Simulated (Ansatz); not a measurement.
# Ga2O3: the cost of one run

Computed with Ansatz 0.2.0 (DFT PBE, scalar-relativistic, plane waves, PAW, unless a step's input says otherwise).

## (1) The starting structure

It takes space group C2/m (No. 12, monoclinic). Conventional cell: a = 12.280 Å, b = 3.048 Å, c = 5.817 Å, α = 90.00°, β = 103.76°, γ = 90.00°. Around Ga (site symmetry m) lie 6 O at 1.94 to 2.08 Å. Ga (site symmetry m) has 4 O at 1.84 to 1.87 Å as nearest neighbours. Around O (site symmetry m) lie 3 Ga at 1.84 to 1.94 Å. O (site symmetry m) has 4 Ga at 1.87 to 2.08 Å as nearest neighbours. O (site symmetry m) has 3 Ga at 1.84 to 1.95 Å as nearest neighbours.

As a file:

```xyz
10
Lattice="6.1402 -1.5238 0.0000 6.1402 1.5238 0.0000 -1.3841 0.0000 5.6503" Properties=species:S:1:pos:R:3 pbc="T T T"
Ga    3.2411    0.0000    3.8720
Ga    7.6552    0.0000    1.7783
Ga   10.8854    0.0000    1.1595
Ga    0.0110    0.0000    4.4908
O     5.1547    0.0000    4.2001
O     5.7416    0.0000    1.4502
O     9.5468    0.0000    2.4679
O     1.3495    0.0000    3.1824
O     1.8691    0.0000    0.6168
O     9.0272    0.0000    5.0336
```

Source of the structure: the Materials Project (structure only).

(A quick probe on a coarse mesh, which set the mesh and smearing, is not shown.)

## (3) Relaxing cell and atoms

input.yaml

```yaml
crystal:
  lattice:
    - [6.14023671, -1.52378368, 0.0]
    - [6.14023671, 1.52378368, 0.0]
    - [-1.38413089, 0.0, 5.65034886]
  atoms:
    - { symbol: Ga, position: [0.3411617, 0.3411617, 0.68526966] }
    - { symbol: Ga, position: [0.6588383, 0.6588383, 0.31473034] }
    - { symbol: Ga, position: [0.9095256, 0.9095256, 0.205214] }
    - { symbol: Ga, position: [0.0904744, 0.0904744, 0.794786] }
    - { symbol: O, position: [0.50353087, 0.50353087, 0.74333591] }
    - { symbol: O, position: [0.49646913, 0.49646913, 0.25666409] }
    - { symbol: O, position: [0.82662894, 0.82662894, 0.43676984] }
    - { symbol: O, position: [0.17337106, 0.17337106, 0.56323016] }
    - { symbol: O, position: [0.16450498, 0.16450498, 0.10915408] }
    - { symbol: O, position: [0.83549502, 0.83549502, 0.89084592] }
basis:
  ecutwfc: 420
kpoints:
  mp_grid: { grid: [10, 10, 6] }
hamiltonian:
  xc: pbe
scf:
  occupations: { method: gaussian, width: 0.02 }
output:
  forces: true
  stress: true
  eigenvalues: true
  write_density: true
  write_potential: true
  elf: true
  volumetric_format: npy
relax:
  adjacent_minimum: "off"
  f_tol: 0.005
  max_steps: 80
  cell: { stress_tol: 0.05 }
```

On the command line:

```
> ansatz run input.yaml --threads 4 --pin off --max-ram 8192MiB --backend cpu --events-out ev --progress --plain --runs-dir out
```

What time and memory should one allow on 4 threads of Arm Neoverse V1, shared host?

About 2.8 min, with a peak of 0.99 GiB.
